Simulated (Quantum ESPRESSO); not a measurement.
## AlNi under changes of volume

One of the cells (11.956 Å³/atom); the others are scaled copies at fixed shape and fractional positions:

```xyz
2
Lattice="2.8810 0.0000 0.0000 0.0000 2.8810 0.0000 0.0000 0.0000 2.8810" Properties=species:S:1:pos:R:3 pbc="T T T"
Ni    1.4405    1.4405    1.4405
Al    0.0000    0.0000    0.0000
```

- Program: Quantum ESPRESSO 7.5
- Functional: LDA
- Potentials or basis: PseudoDojo 0.4.1 SR LDA standard
- Cutoff: 1333 eV
- Density cutoff: 5333 eV
- k mesh: 9 × 9 × 9
- Occupations: fermi-dirac, width 0.05 eV
- Spin: collinear spin, ferromagnetic start
- Starting moments: [1.0, 0.0] μB

```csv
volume (Å³/atom),energy over the lowest point (meV/atom),pressure (GPa)
11.239,0.00,1.3
11.478,0.96,-2.5
11.717,7.35,-6.0
11.956,18.60,-9.0
12.196,34.19,-11.8
12.435,53.65,-14.2
12.674,?,?
```

Task: What does the run at 12.674 Å³/atom give?

Result: Energy over the lowest point 76.57 meV/atom; pressure -16.4 GPa.

Worked out: A Birch-Murnaghan fit of order 3 (a polynomial in V^(-2/3)) to the other rows has its minimum at 11.32 Å³/atom with B0 = V·E''(V) = 185 GPa and B' = 4.4. It gives 76.53 meV/atom at 12.674 Å³/atom, against the run's 76.57, and -dE/dV = -16.4 GPa, against -16.4.

Energies are extrapolated to zero smearing.
